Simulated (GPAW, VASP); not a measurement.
This is a calculation of MnO for VASP 6.6.1. 

The input INCAR:

```
SYSTEM = MnO
PREC = Accurate
ENCUT = 520
EDIFF = 1E-6
ISMEAR = -1
SIGMA = 0.05
LREAL = .False.
LASPH = .True.
NELM = 150
ALGO = Normal
ISIF = 2
LWAVE = .False.
LCHARG = .False.
ISPIN = 2
MAGMOM = 4 0
LORBIT = 11
LMAXMIX = 4
LDAU = .True.
LDAUTYPE = 2
LDAUL = 2 -1
LDAUU = 3 0
LDAUJ = 0 0
LDAUPRINT = 1
METAGGA = R2SCAN
LMIXTAU = .True.
```

KPOINTS

```
regular mesh
0
Gamma
  7 7 7
  0 0 0
```

POSCAR

```
MnO
1.0
    0.0000000000      2.2220003300      2.2220003300
    2.2220003300      0.0000000000      2.2220003300
    2.2220003300      2.2220003300      0.0000000000
Mn O
1 1
Direct
    0.0000000000      0.0000000000      0.0000000000
    0.5000000000      0.5000000000      0.5000000000
```

Potentials or basis: VASP PAW PBE potentials, release 64 (Mn_pv, O).

Run with:

```sh
$ cat potpaw_PBE.64/Mn_pv/POTCAR potpaw_PBE.64/O/POTCAR > POTCAR
$ mpirun -np 1 vasp_std > vasp.out
```

Task: Set up the same calculation for GPAW 26.7.0 (ASE script). Potentials or basis there: GPAW PAW data sets (gpaw-data 1.2.1), cutoff 800 eV.

Result: As run (cutoffs and basis follow the program's own potentials, and thresholds, step limits or extra output files can differ):

run.py

```python
from ase.dft.bandgap import bandgap
from ase.io import read, write
from ase.units import GPa
from gpaw import GPAW, PW

atoms = read('MnO.xyz')
atoms.set_initial_magnetic_moments([4.0, 0.0])

calc = GPAW(mode=PW(800),
            xc='MGGA_X_R2SCAN+MGGA_C_R2SCAN',
            kpts={'size': (7, 7, 7), 'gamma': True},
            occupations={'name': 'fermi-dirac', 'width': 0.05},
            setups={'Mn': ':d,3.0'},
            nbands=21,
            convergence={'density': 1e-05, 'energy': 1e-05},
            maxiter=150,
            txt='gpaw.txt')
atoms.calc = calc
energy = atoms.get_potential_energy()
forces = atoms.get_forces()
stress = atoms.get_stress()
calc.write('gs.gpw')
write('result.traj', atoms)
print(f'Energy: {energy:.6f} eV')
print('Forces (eV/A):')
print(forces.round(4))
print('Stress (GPa):', (stress / GPa).round(3))
print('Moments:', calc.get_magnetic_moments().round(3))
print('Fermi level:', round(calc.get_fermi_level(), 4), 'eV')
print(f'Gap: {bandgap(calc)[0]:.4f} eV, direct: {bandgap(calc, direct=True)[0]:.4f} eV')
```

MnO.xyz

```xyz
2
Lattice="0.0000000000 2.2220003300 2.2220003300 2.2220003300 0.0000000000 2.2220003300 2.2220003300 2.2220003300 0.0000000000" Properties=species:S:1:pos:R:3 pbc="T T T"
Mn     0.0000000000      0.0000000000      0.0000000000
O      2.2220003300      2.2220003300      2.2220003300
```

Potentials or basis: GPAW PAW data sets (gpaw-data 1.2.1), pw.

The run is started by

```sh
$ OMP_NUM_THREADS=1 python run.py
```

Both were run:

|  | VASP | GPAW |
| --- | --- | --- |
| Pressure | 3.0 GPa | 6.2 GPa |
| Net moment | 5.00 μB per cell | 5.00 μB per cell |

The potentials hold 19 and 21 valence electrons a cell.

VASP's potentials were made for PBE. GPAW's potentials were made for PBE.

The magnetic state is the one that the start led to; the real crystal's order can differ.

The two runs disagree by more than potentials and bases usually give (in gap, levels, pressure or energy); the cause wasn't traced.

How U acts hangs on each program's projectors.

Pressure is positive in compression.
